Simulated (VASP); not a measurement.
# KBr (Pm-3m) in VASP: a series of runs

The runs below take KBr through single point, with PBE.

Program: VASP 6.6.1. These are calculated values, not measurements. Logs are shortened: lines on timing, memory, paths and dates and some standing lists are left out, and cuts for length are marked.

## Step 1: The structure

Symmetry: Pm-3m, No. 221, cubic system. The conventional cell has a = 4.043 Å, b = 4.043 Å, c = 4.043 Å, α = 90.00°, β = 90.00°, γ = 90.00°. Br (site symmetry m-3m) has 8 K at 3.50 Å as nearest neighbours. Around K (site symmetry m-3m) lie 8 Br at 3.50 Å.

Measurements of this composition are mostly on another form, of space group No. 225.

## Step 2: Single point, PBE

Input file INCAR:

```
  PREC = Accurate
  ENCUT = 450
  EDIFF = 1E-6
  ISMEAR = 0
  SIGMA = 0.01
  LREAL = False
  LASPH = True
  NELM = 100
  ALGO = Normal
  ISIF = 2
  LWAVE = False
  LCHARG = False
  GGA = PE
  NBANDS = 14
  ADDGRID = False
```

Input file KPOINTS:

```
Automatic mesh
0
Gamma
  5 5 5
```

Input file POSCAR:

```
KBr
1.0
    4.0434990000      0.0000000000      0.0000000000
    0.0000000000      4.0434990000      0.0000000000
    0.0000000000      0.0000000000      4.0434990000
Br K
1 1
Direct
    0.5000000000      0.5000000000      0.5000000000
    0.0000000000      0.0000000000      0.0000000000
```

Potentials or basis: VASP PAW PBE potentials, release 64 (Br, K_pv).

Run with:

```sh
$ cat potpaw_PBE.64/Br/POTCAR potpaw_PBE.64/K_pv/POTCAR > POTCAR
$ mpirun -np 1 vasp_std > vasp.out
```

OUTCAR:

```text
PREC = Accurate
   ENCUT = 450
   EDIFF = 1E-6
   ISMEAR = 0
   LREAL = False
   LASPH = True
   NELM = 100
   ISIF = 2
   GGA = PE

 Found     10 irreducible k-points:

 Following reciprocal coordinates:
            Coordinates               Weight
  0.000000  0.000000  0.000000      1.000000
  0.200000  0.000000  0.000000      6.000000
  0.400000  0.000000  0.000000      6.000000
  0.200000  0.200000  0.000000     12.000000
  0.400000  0.200000  0.000000     24.000000
  0.400000  0.400000  0.000000     12.000000
   k-points           NKPTS =     10   k-points in BZ     NKDIM =     10   number of bands    NBANDS=     14
   number of dos      NEDOS =    301   number of ions     NIONS =      2
   total plane-waves  NPLWV =  21952
   dimension x,y,z NGX =    28 NGY =   28 NGZ =   28
   dimension x,y,z NGXF=    56 NGYF=   56 NGZF=   56
   ions per type =               1   1
   NGX,Y,Z   is equivalent  to a cutoff of  11.51, 11.51, 11.51 a.u.
   NGXF,Y,Z  is equivalent  to a cutoff of  23.02, 23.02, 23.02 a.u.
 SYSTEM =  unknown system
   PREC   = accura    normal or accurate (medium, high low for compatibility)
   ISTART =      0    job   : 0-new  1-cont  2-samecut
   ICHARG =      2    charge: 1-file 2-atom 10-const
   ISPIN  =      1    spin polarized calculation?
   LNONCOLLINEAR =      F non collinear calculations
   LSORBIT =      F    spin-orbit coupling
   LASPH  =      T    aspherical Exc in radial PAW
   ENCUT  =  450.0 eV  33.07 Ry    5.75 a.u.   6.99  6.99  6.99*2*pi/ulx,y,z
   NELM   =    100;   NELMIN=  2; NELMDL= -5     # of ELM steps
   EDIFF  = 0.1E-05   stopping-criterion for ELM
[... 12 lines left out ...]
   EMIN   =  10.00;   EMAX   =-10.00  energy-range for DOS
   EFERMI =   0.00;   METHOD = LEGACY
   ISMEAR =     0;   SIGMA  =   0.01  broadening in eV -4-tet -1-fermi 0-gaus
   EFERMI_NEDOS =   21; number of points for ismear=-14 and -15
   IALGO  =     38    algorithm
   IMIX   =      4    mixing-type and parameters
     AMIX     =   0.40;   BMIX     =  1.00
     AMIX_MAG =   1.60;   BMIX_MAG =  1.00
  volume/ion in A,a.u.               =      33.06       223.07
  Fermi-wavevector in a.u.,A,eV,Ry     =   0.975799  1.843992 12.955234  0.952183
  Thomas-Fermi vector in A             =   2.106367
   LORBIT       =      0    0 simple, 1 ext, 2 COOP (PROOUT), +10 PAW based schemes
   GGA     = PE    functional components
   LHFCALC =     F    Hartree Fock is set to
   AEXX    =    0.0000 exact exchange contribution
   IVDW    =     0    specifies the selected vdW correction
   LEPSILON=     F    determine dielectric tensor
   LRPA    =     F    only Hartree local field effects (RPA)
 non-spin polarized calculation
 Gauss-broadening in eV      SIGMA  =   0.01
  energy-cutoff  :      450.00
  volume of cell :       66.11
 maximum number of plane-waves:      1445
 NGX is ok and might be reduce to    28
   NGX = 13   NGY = 13   NGZ = 13

 number of electron      13.9999998 magnetization

 Free energy of the ion-electron system (eV)
  ---------------------------------------------------
  ext. energy  EPLUGINS =         0.00000000
  ---------------------------------------------------
  free energy    TOTEN  =        -6.04106890 eV

  energy without entropy =       -6.04106890  energy(sigma->0) =       -6.04106890

 E-fermi :  -1.9427     XC(G=0):  -7.7939

 val. band max:       -2.0019871720   @ k =   0.4000   0.4000   0.0000
 cond. band min:       1.8995742784   @ k =   0.0000   0.0000   0.0000
 fundamental gap:      3.9015614504
 Fermi energy:        -1.9427312980

 k-point     1 :       0.0000    0.0000    0.0000
  band No.  band energies     occupation
      1     -14.7394      2.00000
      2     -14.0393      2.00000
      3     -14.0393      2.00000
      4     -14.0393      2.00000
      5      -2.2184      2.00000
      6      -2.2184      2.00000
      7      -2.2184      2.00000
      8       1.8996      0.00000
      9       3.8934      0.00000
     10       3.8934      0.00000
     11       7.8467      0.00000
     12       7.8467      0.00000
     13       7.8467      0.00000
     14      10.5887      0.00000

 k-point     2 :       0.2000    0.0000    0.0000
  band No.  band energies     occupation
      1     -14.8023      2.00000
      2     -14.0327      2.00000
      3     -14.0327      2.00000
      4     -13.9678      2.00000
      5      -2.9353      2.00000
      6      -2.2083      2.00000
      7      -2.2083      2.00000
      8       2.7386      0.00000
      9       4.1978      0.00000
     10       4.6622      0.00000
     11       7.7323      0.00000
     12       7.7323      0.00000
     13       8.0260      0.00000
     14       9.2148      0.00000

 k-point     3 :       0.4000    0.0000    0.0000
  band No.  band energies     occupation
      1     -14.8946      2.00000
      2     -14.0220      2.00000
      3     -14.0220      2.00000
      4     -13.8572      2.00000
      5      -3.7801      2.00000
      6      -2.1926      2.00000
      7      -2.1926      2.00000
      8       4.1627      0.00000
      9       4.9848      0.00000
     10       5.6866      0.00000
     11       7.3747      0.00000
     12       7.7731      0.00000
     13       7.7731      0.00000
     14       8.3818      0.00000

 k-point     4 :       0.2000    0.2000    0.0000
  band No.  band energies     occupation
      1     -14.7949      2.00000
      2     -14.0881      2.00000
      3     -14.0266      2.00000
      4     -13.9196      2.00000
      5      -2.9738      2.00000
      6      -2.6908      2.00000
      7      -2.1757      2.00000
      8       3.3649      0.00000
      9       4.5534      0.00000
     10       5.1437      0.00000
     11       7.1198      0.00000
     12       7.3957      0.00000
     13       8.2844      0.00000
     14       9.0300      0.00000

 k-point     5 :       0.4000    0.2000    0.0000
  band No.  band energies     occupation
      1     -14.8019      2.00000
      2     -14.0853      2.00000
      3     -14.0168      2.00000
      4     -13.9118      2.00000
      5      -3.6135      2.00000
      6      -2.6670      2.00000
      7      -2.1222      2.00000
      8       4.3186      0.00000
      9       4.7419      0.00000
     10       6.0193      0.00000
     11       6.9127      0.00000
     12       7.1970      0.00000
     13       7.4692      0.00000
     14       8.5910      0.00000

 k-point     6 :       0.4000    0.4000    0.0000
  band No.  band energies     occupation
      1     -14.6072      2.00000
      2     -14.1667      2.00000
      3     -14.0635      2.00000
      4     -14.0083      2.00000
      5      -3.3510      2.00000
      6      -3.2598      2.00000
      7      -2.0020      2.00000
      8       3.5763      0.00000
      9       4.6086      0.00000
     10       6.2537      0.00000
     11       6.4718      0.00000
     12       7.5455      0.00000
     13       7.6132      0.00000
     14       9.3550      0.00000

 [... further k-points ...]

------------------------ aborting loop because EDIFF is reached ----------------------------------------

  FORCE on cell =-STRESS in cart. coord.  units (eV):
  Direction    XX          YY          ZZ          XY          YZ          ZX
  --------------------------------------------------------------------------------------
  -------------------------------------------------------------------------------------
  Total        0.0499594      0.0499594      0.0499594      0.0000000      0.0000000      0.0000000
  in kB        1.2107536      1.2107536      1.2107536      0.0000000      0.0000000      0.0000000
  external PRESSURE =       1.2107536 kB  Pullay stress =       0.0000000 kB

 VOLUME and BASIS-vectors are now :
 -----------------------------------------------------------------------------
  energy-cutoff  :      450.00
  volume of cell :       66.11
      direct lattice vectors                 reciprocal lattice vectors
     4.043499000  0.000000000  0.000000000     0.247310559  0.000000000  0.000000000
     0.000000000  4.043499000  0.000000000     0.000000000  0.247310559  0.000000000
     0.000000000  0.000000000  4.043499000     0.000000000  0.000000000  0.247310559

 POSITION                                       TOTAL-FORCE (eV/Angst)
 -----------------------------------------------------------------------------------
      2.02175      2.02175      2.02175         0.000000      0.000000      0.000000
      0.00000      0.00000      0.00000         0.000000      0.000000      0.000000
 -----------------------------------------------------------------------------------
    total drift:                               -0.000000      0.000000      0.000000

  FREE ENERGIE OF THE ION-ELECTRON SYSTEM (eV)
  ---------------------------------------------------
  free  energy   TOTEN  =        -6.0410689049 eV

  energy  without entropy=       -6.0410689049  energy(sigma->0) =       -6.04106890
```

Run time: 4.5 s. Hardware: 1 thread of Intel Xeon Platinum 8488C (Sapphire Rapids), shared host; peak memory 0.15 GiB.

The run converged, but some of its settings lie outside the range that counts as converged, so its numbers aren't taken as properties of the crystal.

What came out:

```yaml
Free_energy: -6.0411 eV
Pressure: 0.1 GPa
Band_gap_on_the_k_mesh: 3.90 eV, indirect (least direct gap 4.12 eV)
```

Caveat: an odd mesh through Γ misses points on the zone boundary, where band edges often lie.

## Step 3: Single point, PBE

INCAR, as its differences from that of step 2:

```diff
@@ -1,2 +1,2 @@
-  PREC = Accurate
+  PREC = Low
   ENCUT = 450
@@ -4,3 +4,3 @@
   ISMEAR = 0
-  SIGMA = 0.01
+  SIGMA = 0.05
   LREAL = False
```

KPOINTS is that of step 2.

POSCAR is that of step 2.

Potentials or basis: VASP PAW PBE potentials, release 64 (Br, K_pv).

Run with:

```sh
$ cat potpaw_PBE.64/Br/POTCAR potpaw_PBE.64/K_pv/POTCAR > POTCAR
$ mpirun -np 1 vasp_std > vasp.out
```

OUTCAR:

```text
PREC = Low
   ENCUT = 450
   EDIFF = 1E-6
   ISMEAR = 0
   LREAL = False
   LASPH = True
   NELM = 100
   ISIF = 2
   GGA = PE

 Found     10 irreducible k-points:

 Following reciprocal coordinates:
            Coordinates               Weight
  0.000000  0.000000  0.000000      1.000000
  0.200000  0.000000  0.000000      6.000000
  0.400000  0.000000  0.000000      6.000000
  0.200000  0.200000  0.000000     12.000000
  0.400000  0.200000  0.000000     24.000000
  0.400000  0.400000  0.000000     12.000000
   k-points           NKPTS =     10   k-points in BZ     NKDIM =     10   number of bands    NBANDS=     14
   number of dos      NEDOS =    301   number of ions     NIONS =      2
   total plane-waves  NPLWV =  13824
   dimension x,y,z NGX =    24 NGY =   24 NGZ =   24
   dimension x,y,z NGXF=    24 NGYF=   24 NGZF=   24
   ions per type =               1   1
   NGX,Y,Z   is equivalent  to a cutoff of   9.87,  9.87,  9.87 a.u.
   NGXF,Y,Z  is equivalent  to a cutoff of   9.87,  9.87,  9.87 a.u.
 SYSTEM =  unknown system
   PREC   = low       normal or accurate (medium, high low for compatibility)
   ISTART =      0    job   : 0-new  1-cont  2-samecut
   ICHARG =      2    charge: 1-file 2-atom 10-const
   ISPIN  =      1    spin polarized calculation?
   LNONCOLLINEAR =      F non collinear calculations
[... 70 lines left out ...]
      9       3.8930      0.00000
     10       3.8930      0.00000
     11       7.8468      0.00000
     12       7.8468      0.00000
     13       7.8468      0.00000
     14      10.5888      0.00000
[... 71 lines left out ...]
      1     -14.6072      2.00000
      2     -14.1666      2.00000
      3     -14.0634      2.00000
      4     -14.0082      2.00000
      5      -3.3511      2.00000
      6      -3.2599      2.00000
      7      -2.0021      2.00000
      8       3.5758      0.00000
      9       4.6084      0.00000
     10       6.2537      0.00000
     11       6.4718      0.00000
     12       7.5450      0.00000
     13       7.6127      0.00000
     14       9.3549      0.00000

 [... further k-points ...]

------------------------ aborting loop because EDIFF is reached ----------------------------------------

  FORCE on cell =-STRESS in cart. coord.  units (eV):
  Direction    XX          YY          ZZ          XY          YZ          ZX
  --------------------------------------------------------------------------------------
  -------------------------------------------------------------------------------------
  Total        0.0480414      0.0480414      0.0480414      0.0000000      0.0000000     -0.0000000
  in kB        1.1642717      1.1642717      1.1642717      0.0000000      0.0000000     -0.0000000
  external PRESSURE =       1.1642717 kB  Pullay stress =       0.0000000 kB

 VOLUME and BASIS-vectors are now :
 -----------------------------------------------------------------------------
  energy-cutoff  :      450.00
  volume of cell :       66.11
      direct lattice vectors                 reciprocal lattice vectors
     4.043499000  0.000000000  0.000000000     0.247310559  0.000000000  0.000000000
     0.000000000  4.043499000  0.000000000     0.000000000  0.247310559  0.000000000
     0.000000000  0.000000000  4.043499000     0.000000000  0.000000000  0.247310559

 POSITION                                       TOTAL-FORCE (eV/Angst)
 -----------------------------------------------------------------------------------
      2.02175      2.02175      2.02175         0.000000      0.000000      0.000000
      0.00000      0.00000      0.00000         0.000000      0.000000      0.000000
 -----------------------------------------------------------------------------------
    total drift:                                0.000000      0.000000     -0.000000

  FREE ENERGIE OF THE ION-ELECTRON SYSTEM (eV)
  ---------------------------------------------------
  free  energy   TOTEN  =        -6.0408191831 eV

  energy  without entropy=       -6.0408191831  energy(sigma->0) =       -6.04081918
```

OSZICAR:

```text
N       E                     dE             d eps       ncg     rms          rms(c)
DAV:   1     0.745828841578E+02    0.74583E+02   -0.56424E+03   296   0.782E+02
DAV:   2    -0.127491866314E+01   -0.75858E+02   -0.72310E+02   348   0.177E+02
DAV:   3    -0.620305583699E+01   -0.49281E+01   -0.49161E+01   358   0.401E+01
DAV:   4    -0.623977891525E+01   -0.36723E-01   -0.36721E-01   310   0.406E+00
DAV:   5    -0.623999927885E+01   -0.22036E-03   -0.22036E-03   382   0.336E-01    0.226E+00
DAV:   6    -0.606423315558E+01    0.17577E+00   -0.20946E-01   316   0.241E+00    0.159E+00
DAV:   7    -0.603766300932E+01    0.26570E-01   -0.99225E-02   340   0.198E+00    0.844E-01
DAV:   8    -0.604063736735E+01   -0.29744E-02   -0.90873E-03   292   0.727E-01    0.135E-01
DAV:   9    -0.604067792050E+01   -0.40553E-04   -0.52686E-04   386   0.158E-01    0.673E-02
DAV:  10    -0.604081950297E+01   -0.14158E-03   -0.20215E-04   280   0.104E-01    0.112E-02
DAV:  11    -0.604081918314E+01    0.31983E-06   -0.98676E-07   344   0.796E-03
   1 F= -.60408192E+01 E0= -.60408192E+01  d E =-.749331E-12
```

stdout:

```text
POSCAR found type information on POSCAR BrK
 POSCAR found :  2 types and       2 ions
 scaLAPACK will be used
 LDA part: xc-table for (Slater+PW92), standard interpolation
 POSCAR, INCAR and KPOINTS ok, starting setup
 FFT: planning ... GRIDC
 FFT: planning ... GRID_SOFT
 FFT: planning ... GRID
 WAVECAR not read
 entering main loop
```

Run time: 2.9 s. Hardware: 1 thread of Intel Xeon Platinum 8488C (Sapphire Rapids), shared host; peak memory 0.11 GiB.

These settings aren't checked as converged: the numbers below hold their error.

Results:

```yaml
Free_energy: -6.0408 eV
Pressure: 0.1 GPa
Band_gap_on_the_k_mesh: 3.90 eV, indirect (least direct gap 4.12 eV)
```

Caveat: an odd mesh through Γ misses points on the zone boundary, where band edges often lie.

(Continued in part 2 of 2.)
